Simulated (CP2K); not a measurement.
Runs of CP2K 2026.2 on SnO2 (Cassiterite). Symmetry: P4_2/mnm, No. 136, tetragonal system. Conventional cell: a = 4.738 Å, b = 4.738 Å, c = 3.187 Å, α = 90.00°, β = 90.00°, γ = 90.00°. Sn (site symmetry mmm) has 6 O at 2.05 to 2.06 Å as nearest neighbours. Around O (site symmetry m2m) lie 3 Sn at 2.05 to 2.06 Å. 

```tsv
task	level	potentials or basis	spin	cell	smearing	NGRIDS	points a segment of the path (NPOINTS)	bands added on the path	soc after scf	k points reduced by the point group	gap on the mesh (eV)	pressure (GPa)	largest force (eV/Å)
band structure	PBE	GTH_SOC_POTENTIALS Sn GTH-PBE-q4, O GTH-PBE-q6; DZVP-MOLOPT-SR-GTH basis	SOC, no magnetisation	as given	fermi-dirac 0.05 eV	4	6	4	yes	-	-	14.3	0.29
band structure	PBE	POTENTIAL_UZH Sn GTH-PBE-q4, O GTH-PBE-q6; TZVP-MOLOPT-PBE-GTH basis	off	as given	fermi-dirac 0.05 eV	4	8	6	-	yes	1.09	14.2	0.30
band structure	LDA	GTH_SOC_POTENTIALS Sn GTH-PBE-q4, O GTH-PBE-q6; DZVP-MOLOPT-SR-GTH basis	SOC, no magnetisation	as given	fermi-dirac 0.05 eV	4	6	4	yes	-	-	11.6	0.24
single point	PBE	POTENTIAL_UZH Sn GTH-PBE-q4, O GTH-PBE-q6; TZVP-MOLOPT-PBE-GTH basis	off	as given	gaussian 0.011 eV	5	-	-	-	yes	1.09	14.2	0.30
relaxation of cell and atoms	PBE	POTENTIAL_UZH Sn GTH-PBE-q4, O GTH-PBE-q6; TZVP-MOLOPT-PBE-GTH basis	off	relaxed	fermi-dirac 0.05 eV	5	-	-	-	-	0.27	0.0	-
band structure	PBE	GTH_POTENTIALS Sn GTH-PBE-q4, O GTH-PBE-q6; DZVP-MOLOPT-SR-GTH basis	off	as given	fermi-dirac 0.05 eV	4	6	4	-	yes	1.08	14.3	0.29
band structure	LDA	GTH_POTENTIALS Sn GTH-PADE-q4, O GTH-PADE-q6; TZVP-MOLOPT-PBE-GTH basis	off	as given	fermi-dirac 0.05 eV	4	6	6	-	yes	(b)	-2.8	0.04
band structure	LDA	GTH_POTENTIALS Sn GTH-PBE-q4, O GTH-PBE-q6; DZVP-MOLOPT-SR-GTH basis	off	as given	fermi-dirac 0.05 eV	4	6	4	-	yes	(a)	11.6	0.24
```

Alike in all rows: k mesh 6 × 6 × 8.

Fill in the values left out.

(a) 1.02; (b) 0.92.

Caveats: the basis of atomic orbitals isn't converged, which shifts pressures, moduli and gaps; spin-orbit coupling is left out, which moves the levels of the heavy elements (some runs); the potentials were made for another functional, which shifts forces and pressure (some runs).

A k mesh can miss the band edges, and rows without SOC leave out spin-orbit coupling on Sn.
